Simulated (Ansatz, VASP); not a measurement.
Two plane-wave programs on TaN

File INCAR:

```
  ALGO = Normal
  EDIFF = 1E-8
  ENCUT = 520
  GGA = PE
  ISIF = 2
  ISMEAR = -1
  LASPH = T
  LCHARG = F
  LEFG = T
  LREAL = F
  LWAVE = F
  NBANDS = 15
  NELM = 100
  PREC = Accurate
  SIGMA = 0.02
```

KPOINTS

```
k-points
0
Gamma
  12 12 10
```

POSCAR

```
TaN
1.0
    2.8809449058      0.0000000000      0.0000000000
   -1.4404724529      2.4949714753      0.0000000000
    0.0000000000      0.0000000000      2.9983200000
Ta N
1 1
Direct
    0.3333333333      0.6666666667      0.5000000000
    0.0000000000      0.0000000000      0.0000000000
```

Input for Ansatz:

```yaml
crystal:
  lattice:
    - [2.8809449058, 0.0, 0.0]
    - [-1.4404724529, 2.4949714753, 0.0]
    - [0.0, 0.0, 2.99832]
  atoms:
    - { symbol: Ta, position: [0.3333333333, 0.6666666667, 0.5] }
    - { symbol: "N", position: [0.0, 0.0, 0.0] }
kpoints:
  mp_grid: { grid: [12, 12, 10] }
scf:
  occupations: { method: fermi_dirac, width: 0.02 }
hamiltonian:
  xc: pbe
  pseudopotentials: { kind: paw }
output:
  forces: true
  stress: true
  eigenvalues: true
  efg: { contact_densities: true }
```

Change from the starting cell: z stretched by +4 % at fixed volume, PAW files.

Alike in both runs: task electric field gradients; functional PBE; k mesh 12 × 12 × 10; occupations fermi-dirac, width 0.02 eV; no spin polarisation.

|  | VASP | Ansatz |
| --- | --- | --- |
| version | VASP 6.6.1 | Ansatz 0.2.0 |
| potentials or method | VASP PAW PBE potentials, release 64 (Ta_pv, N) | PAW with Ansatz's default frozen-core files, scalar-relativistic |
| plane-wave cutoff (eV) | 520 | 420 |
| valence electrons in the cell | 16 | 18 |

VASP gave:

| Quantity | Value |
| --- | --- |
| pressure (GPa) | 4.6 |
| largest component of the traceless stress (GPa) | 23.93 |
| Vzz of the field gradient on the site that differs most (V/Å²) | 52.0 |

Task: Which values does Ansatz return?

Result: Pressure (GPa): 3.9; largest component of the traceless stress (GPa): 24.03; Vzz of the field gradient on the site that differs most (V/Å²): 89.7.

With one functional, cell and mesh, what is left measures potentials, basis and numerics. The two sets of potentials don't hold the same shells in valence. Ansatz warned: «gradients_without_spin_orbit».

Spin-orbit coupling is left out, which matters for the levels of Ta.
